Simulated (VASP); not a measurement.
PbS (Galena) under changes of volume

One of the cells (26.086 Å³/atom); the others are scaled copies at fixed shape and fractional positions:

```
Pb S
1.0
     0.00000    2.96575    2.96575
     2.96575    0.00000    2.96575
     2.96575    2.96575    0.00000
Pb S
1 1
Direct
  0.00000 0.00000 0.00000
  0.50000 0.50000 0.50000
```

```yaml
Program: VASP 6.6.1
Functional: PBE
Dispersion: D3(BJ)
Potentials_or_basis: VASP PAW PBE potentials, release 64 (Pb_d, S)
Cutoff: 520 eV
k_mesh: 8 × 8 × 8
Occupations: gaussian, width 0.02 eV
Spin: no spin polarisation
```

| volume (Å³/atom) | energy over the lowest point (meV/atom) | pressure (GPa) | gap on the mesh (eV) |
| --- | --- | --- | --- |
| 25.042 | 8.56 | 2.6 | 0.20 |
| 25.564 | ? | ? | ? |
| 26.086 | 0.00 | 0.0 | 0.36 |
| 26.607 | 1.58 | -1.1 | 0.44 |
| 27.129 | 6.53 | -2.1 | 0.50 |

Question: What does the run at 25.564 Å³/atom give?

Answer: Energy over the lowest point 2.20 meV/atom; pressure 1.2 GPa; gap on the mesh 0.29 eV.

Worked out: A Birch-Murnaghan fit of order 2 (a polynomial in V^(-2/3)) to the other rows has its minimum at 26.12 Å³/atom with B0 = V·E''(V) = 57 GPa. It gives 2.20 meV/atom at 25.564 Å³/atom, against the run's 2.20, and -dE/dV = 1.3 GPa, against 1.2. A straight line through the other rows of the gap, of slope 3.79 eV per unit of ln V (its deformation potential), gives 0.28 eV, against the run's 0.29.

Energies are extrapolated to zero smearing.

Caveats: spin-orbit coupling is left out, which as a rule narrows the gap of such compounds by several tenths of an eV.

A mesh can miss the band edges.
